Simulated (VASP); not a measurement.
# InP (F-43m) in VASP: single point with r2SCAN

Aim: the single point of InP with r2SCAN.

Program: VASP 6.6.1. These are calculated values, not measurements. Logs are shortened: lines on timing, memory, paths and dates and some standing lists are left out, and cuts for length are marked.

**What was measured.**

A printed reference work, data compilation reports, for a bulk crystal of InP at 1.6 K: band gap 1.4236 eV (direct).

The results are compared with them further down.

## (1) The cell of the first run

Symmetry: F-43m, No. 216, cubic system. The conventional cell has a = 5.908 Å, b = 5.908 Å, c = 5.908 Å, α = 90.00°, β = 90.00°, γ = 90.00°. Within 3.4 Å of In (site symmetry -43m) lie 4 P at 2.56 Å. P (site symmetry -43m) has 4 In at 2.56 Å within 3.4 Å.

## (2) Single point, r2SCAN

File POSCAR:

```
InP
1.0
    0.0000000000      2.9538133802      2.9538133802
    2.9538133802      0.0000000000      2.9538133802
    2.9538133802      2.9538133802      0.0000000000
In P
1 1
Direct
    0.0000000000      0.0000000000      0.0000000000
    0.2500000000      0.2500000000      0.2500000000
```

File INCAR.step1:

```
SYSTEM = InP
  PREC = Accurate
  ENCUT = 520
  ISMEAR = 0
  SIGMA = 0.01
  LREAL = .False.
  LASPH = .True.
  NELM = 80
  NBANDS = 16
  GGA = PE
  ALGO = Normal
  EDIFF = 1E-4
  LWAVE = .True.
  LCHARG = .False.
```

File INCAR.step2:

```
SYSTEM = InP
  PREC = Accurate
  ENCUT = 520
  EDIFF = 1E-6
  ISMEAR = 0
  SIGMA = 0.01
  LREAL = .False.
  LASPH = .True.
  NELM = 80
  ALGO = Normal
  ISIF = 2
  LWAVE = .False.
  LCHARG = .True.
  METAGGA = R2SCAN
  LMIXTAU = .True.
  LELF = .True.
  LVHAR = .True.
  NBANDS = 16
  ISTART = 1
```

File KPOINTS:

```
regular mesh
0
Gamma
  6 6 6
  0 0 0
```

Potentials or basis: VASP PAW PBE potentials, release 64 (In_d, P).

The run is started by

```
$ cat potpaw_PBE.64/In_d/POTCAR potpaw_PBE.64/P/POTCAR > POTCAR
$ cp INCAR.step1 INCAR
$ mpirun -np 1 vasp_std > vasp.out
$ cp INCAR.step2 INCAR
$ mpirun -np 1 vasp_std > vasp.out
```

OUTCAR:

```text
SYSTEM = InP
   PREC = Accurate
   ENCUT = 520
   EDIFF = 1E-6
   ISMEAR = 0
   LREAL = .False.
   LASPH = .True.
   NELM = 80
   ISIF = 2
   METAGGA = R2SCAN
   ISTART = 1

 ion  position               nearest neighbor table
   1  0.000  0.000  0.000-   2 2.56   2 2.56   2 2.56   2 2.56
   2  0.250  0.250  0.250-   1 2.56   1 2.56   1 2.56   1 2.56

  LATTYP: Found a face centered cubic cell.
 ALAT       =     5.9076267604

  Lattice vectors:

 A1 = (   0.0000000000,   2.9538133802,   2.9538133802)
 A2 = (   2.9538133802,   0.0000000000,   2.9538133802)
 A3 = (   2.9538133802,   2.9538133802,   0.0000000000)

Analysis of symmetry for initial positions (statically):
=====================================================================
 Subroutine PRICEL returns:
 Original cell was already a primitive cell.

 Routine SETGRP: Setting up the symmetry group for a
 face centered cubic supercell.

 Subroutine GETGRP returns: Found 24 space group operations
 (whereof 24 operations were pure point group operations)
 out of a pool of 48 trial point group operations.

The static configuration has the point symmetry T_d .

Analysis of symmetry for dynamics (positions and initial velocities):
=====================================================================
 Subroutine PRICEL returns:
 Original cell was already a primitive cell.

 Routine SETGRP: Setting up the symmetry group for a
 face centered cubic supercell.

 Subroutine GETGRP returns: Found 24 space group operations
 (whereof 24 operations were pure point group operations)
 out of a pool of 48 trial point group operations.

The dynamic configuration has the point symmetry T_d .

 Subroutine INISYM returns: Found 24 space group operations
 (whereof 24 operations are pure point group operations),
 and found     1 'primitive' translations

----------------------------------------------------------------------------------------

                                     Primitive cell

  volume of cell :      51.5441

  direct lattice vectors                    reciprocal lattice vectors
     0.000000000  2.953813380  2.953813380    -0.169272711  0.169272711  0.169272711
     2.953813380  0.000000000  2.953813380     0.169272711 -0.169272711  0.169272711
     2.953813380  2.953813380  0.000000000     0.169272711  0.169272711 -0.169272711

  length of vectors
     4.177322943  4.177322943  4.177322943     0.293188937  0.293188937  0.293188937

  position of ions in fractional coordinates (direct lattice)
     0.000000000  0.000000000  0.000000000
     0.250000000  0.250000000  0.250000000

  ion indices of the primitive-cell ions
   primitive index   ion index
                 1           1
                 2           2

----------------------------------------------------------------------------------------

 KPOINTS: regular mesh

Automatic generation of k-mesh.
 Grid dimensions read from file:
 generate k-points for:    6    6    6

 Generating k-lattice:

  Cartesian coordinates                     Fractional coordinates (reciprocal lattice)
    -0.028212119  0.028212119  0.028212119     0.166666667  0.000000000  0.000000000
     0.028212119 -0.028212119  0.028212119     0.000000000  0.166666667  0.000000000
     0.028212119  0.028212119 -0.028212119     0.000000000  0.000000000  0.166666667

  Length of vectors
     0.048864823  0.048864823  0.048864823

  Shift w.r.t. Gamma in fractional coordinates (k-lattice)
     0.000000000  0.000000000  0.000000000

 Subroutine IBZKPT returns following result:
 ===========================================

 Found     16 irreducible k-points:

 Following reciprocal coordinates:
            Coordinates               Weight
  0.000000  0.000000  0.000000      1.000000
  0.166667  0.000000  0.000000      8.000000
  0.333333  0.000000  0.000000      8.000000
  0.500000  0.000000  0.000000      4.000000
  0.166667  0.166667  0.000000      6.000000
  0.333333  0.166667  0.000000     24.000000
[... 8 lines left out ...]
 -0.333333  0.333333  0.166667     24.000000
 -0.333333  0.500000  0.166667     12.000000
   k-points           NKPTS =     16   k-points in BZ     NKDIM =     16   number of bands    NBANDS=     16
   number of dos      NEDOS =    301   number of ions     NIONS =      2
   total plane-waves  NPLWV =  32768
   dimension x,y,z NGX =    32 NGY =   32 NGZ =   32
   dimension x,y,z NGXF=    64 NGYF=   64 NGZF=   64
   ions per type =               1   1
   NGX,Y,Z   is equivalent  to a cutoff of  12.74, 12.74, 12.74 a.u.
   NGXF,Y,Z  is equivalent  to a cutoff of  25.47, 25.47, 25.47 a.u.
 SYSTEM =  InP
   PREC   = accura    normal or accurate (medium, high low for compatibility)
   ISTART =      1    job   : 0-new  1-cont  2-samecut
   ICHARG =      0    charge: 1-file 2-atom 10-const
   ISPIN  =      1    spin polarized calculation?
   LNONCOLLINEAR =      F non collinear calculations
   LSORBIT =      F    spin-orbit coupling
   LASPH  =      T    aspherical Exc in radial PAW
   ENCUT  =  520.0 eV  38.22 Ry    6.18 a.u.   7.77  7.77  7.77*2*pi/ulx,y,z
   NELM   =     80;   NELMIN=  2; NELMDL=  0     # of ELM steps
   EDIFF  = 0.1E-05   stopping-criterion for ELM
   LREAL  =      F    real-space projection
   EDIFFG = 0.1E-04   stopping-criterion for IOM
   NSW    =      0    number of steps for IOM
   IBRION =     -1    ionic relax: 0-MD 1-quasi-New 2-CG
   NFREE  =      0    steps in history (QN), initial steepest desc. (CG)
   ISIF   =      2    stress and relaxation
   ISYM   =      2    0-nonsym 1-usesym 2-fastsym
   POTIM  = 0.5000    time-step for ionic-motion
   TEBEG  =    0.0;   TEEND  =   0.0 temperature during run
   PSTRESS=    0.0 pullay stress
   NELECT =      18.0000    total number of electrons
   NUPDOWN=      -1.0000    fix difference up-down
   EMIN   =  10.00;   EMAX   =-10.00  energy-range for DOS
   EFERMI =   0.00;   METHOD = LEGACY
   ISMEAR =     0;   SIGMA  =   0.01  broadening in eV -4-tet -1-fermi 0-gaus
   EFERMI_NEDOS =   21; number of points for ismear=-14 and -15
   IALGO  =     38    algorithm
   IMIX   =      4    mixing-type and parameters
     AMIX     =   0.40;   BMIX     =  1.00
     AMIX_MAG =   1.60;   BMIX_MAG =  1.00
  volume/ion in A,a.u.               =      25.77       173.92
  Fermi-wavevector in a.u.,A,eV,Ry     =   1.152849  2.178570 18.082986  1.329062
  Thomas-Fermi vector in A             =   2.289498
   LORBIT       =      0    0 simple, 1 ext, 2 COOP (PROOUT), +10 PAW based schemes
   METAGGA = R2SCAN    functional components
   LHFCALC =     F    Hartree Fock is set to
   AEXX    =    0.0000 exact exchange contribution
   IVDW    =     0    specifies the selected vdW correction
   LEPSILON=     F    determine dielectric tensor
   LRPA    =     F    only Hartree local field effects (RPA)
 non-spin polarized calculation
 Gauss-broadening in eV      SIGMA  =   0.01
  energy-cutoff  :      520.00
  volume of cell :       51.54
 maximum number of plane-waves:      1411
   NGX = 15   NGY = 15   NGZ = 15

 number of electron      18.0000009 magnetization

 Free energy of the ion-electron system (eV)
  ---------------------------------------------------
  ext. energy  EPLUGINS =         0.00000000
  ---------------------------------------------------
  free energy    TOTEN  =       -32.28840166 eV

  energy without entropy =      -32.28840166  energy(sigma->0) =      -32.28840166

 E-fermi :   4.8278     XC(G=0):  -9.7688

 val. band max:        4.7584933692   @ k =   0.0000   0.0000   0.0000
 cond. band min:       5.7870635741   @ k =   0.0000   0.0000   0.0000
 fundamental gap:      1.0285702049
 Fermi energy:         4.8277611068

 k-point     1 :       0.0000    0.0000    0.0000
  band No.  band energies     occupation
      1      -9.8592      2.00000
      2      -9.8592      2.00000
      3      -9.8592      2.00000
      4      -9.6928      2.00000
      5      -9.6928      2.00000
      6      -7.0765      2.00000
[... 8 lines left out ...]
     15      14.6399      0.00000
     16      14.6399      0.00000

 k-point     2 :       0.1667    0.0000    0.0000
  band No.  band energies     occupation
      1      -9.8921      2.00000
      2      -9.8466      2.00000
      3      -9.8466      2.00000
      4      -9.6922      2.00000
      5      -9.6922      2.00000
      6      -6.7584      2.00000
[... 8 lines left out ...]
     15      13.8042      0.00000
     16      14.6949      0.00000

 k-point     3 :       0.3333    0.0000    0.0000
  band No.  band energies     occupation
      1      -9.9529      2.00000
      2      -9.8260      2.00000
      3      -9.8260      2.00000
      4      -9.6864      2.00000
      5      -9.6864      2.00000
      6      -5.9450      2.00000
[... 8 lines left out ...]
     15      14.3166      0.00000
     16      14.3166      0.00000

 k-point     4 :       0.5000    0.0000    0.0000
  band No.  band energies     occupation
      1      -9.9812      2.00000
      2      -9.8184      2.00000
      3      -9.8184      2.00000
      4      -9.6806      2.00000
      5      -9.6806      2.00000
      6      -5.3503      2.00000
[... 8 lines left out ...]
     15      15.9328      0.00000
     16      15.9328      0.00000
[... 172 lines left out ...]
 k-point    14 :       0.5000    0.3333    0.1667
  band No.  band energies     occupation
      1      -9.9961      2.00000
      2      -9.8031      2.00000
      3      -9.7858      2.00000
      4      -9.7115      2.00000
      5      -9.6748      2.00000
      6      -5.3154      2.00000
[... 8 lines left out ...]
     15      16.3962      0.00000
     16      17.0755      0.00000

 k-point    15 :      -0.3333    0.3333    0.1667
  band No.  band energies     occupation
      1     -10.0069      2.00000
      2      -9.8027      2.00000
      3      -9.7746      2.00000
      4      -9.7065      2.00000
      5      -9.6794      2.00000
      6      -4.8449      2.00000
[... 8 lines left out ...]
     15      16.4115      0.00000
     16      16.8848      0.00000

 k-point    16 :      -0.3333    0.5000    0.1667
  band No.  band energies     occupation
      1     -10.0262      2.00000
      2      -9.7855      2.00000
      3      -9.7601      2.00000
      4      -9.7217      2.00000
      5      -9.6709      2.00000
      6      -4.6441      2.00000
[... 8 lines left out ...]
     15      16.5471      0.00000
     16      17.3015      0.00000

------------------------ aborting loop because EDIFF is reached ----------------------------------------

  FORCE on cell =-STRESS in cart. coord.  units (eV):
  Direction    XX          YY          ZZ          XY          YZ          ZX
  --------------------------------------------------------------------------------------
  -------------------------------------------------------------------------------------
  Total       -0.0404196     -0.0404196     -0.0404196      0.0000000      0.0000000     -0.0000000
  in kB       -1.2563860     -1.2563860     -1.2563860      0.0000000      0.0000000     -0.0000000
  external PRESSURE =      -1.2563860 kB  Pullay stress =       0.0000000 kB

 VOLUME and BASIS-vectors are now :
 -----------------------------------------------------------------------------
  energy-cutoff  :      520.00
  volume of cell :       51.54
      direct lattice vectors                 reciprocal lattice vectors
     0.000000000  2.953813380  2.953813380    -0.169272711  0.169272711  0.169272711
     2.953813380  0.000000000  2.953813380     0.169272711 -0.169272711  0.169272711
     2.953813380  2.953813380  0.000000000     0.169272711  0.169272711 -0.169272711

 POSITION                                       TOTAL-FORCE (eV/Angst)
 -----------------------------------------------------------------------------------
      0.00000      0.00000      0.00000        -0.000000      0.000000     -0.000000
      1.47691      1.47691      1.47691         0.000000     -0.000000      0.000000
 -----------------------------------------------------------------------------------
    total drift:                               -0.000002     -0.000002     -0.000002

  FREE ENERGIE OF THE ION-ELECTRON SYSTEM (eV)
  ---------------------------------------------------
  free  energy   TOTEN  =       -32.2884016598 eV

  energy  without entropy=      -32.2884016598  energy(sigma->0) =      -32.28840166
```

Wall time 34 s (1 thread of Intel Xeon Platinum 8488C (Sapphire Rapids), shared host); peak memory 0.18 GiB.

Results:

| Quantity | Value |
| --- | --- |
| Free energy | -32.2884 eV |
| Pressure | -0.1 GPa |
| Band gap on the k mesh | 1.03 eV, direct |

Caveat: the PAW data sets were made with another functional, which shifts forces and pressure a little; spin-orbit coupling is left out, which moves the levels of the heavy elements.

## (3) Comparison with measurements

Step 2. Measured gap of InP: 1.4236 eV (direct; 1.6 K; a printed reference work, data compilation). This calculation gives 1.03 eV (-0.40 eV). Spin-orbit coupling on In is left out. The value is that of r2SCAN, without temperature or zero-point motion.
